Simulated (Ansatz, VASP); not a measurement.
**TePb: VASP beside Ansatz**

```
CELL_PARAMETERS angstrom
0.00000 3.23100 3.23100
3.23100 0.00000 3.23100
3.23100 3.23100 0.00000
ATOMIC_POSITIONS crystal
Te 0.50000 0.50000 0.50000
Pb 0.00000 0.00000 0.00000
```

Alike in both runs: task single point; functional LDA; k mesh 5 × 5 × 5; no spin polarisation.

|  | VASP | Ansatz |
| --- | --- | --- |
| version | VASP 6.6.1 | Ansatz 0.2.0 |
| potentials or method | VASP PAW LDA potentials, release 64 (Te, Pb_d) | plane waves, PAW |
| plane-wave cutoff (eV) | 520 | 420 |
| occupations | gaussian, width 0.01 eV | fixed |
| valence electrons in the cell | 20 | 30 |

|  | VASP | Ansatz | Ansatz less VASP |
| --- | --- | --- | --- |
| pressure (GPa) | -1.7 | -1.7 | -0.06 |

The two sets of potentials don't hold the same shells in valence.

The runs have no spin-orbit coupling, so splittings on Pb, Te are missing.
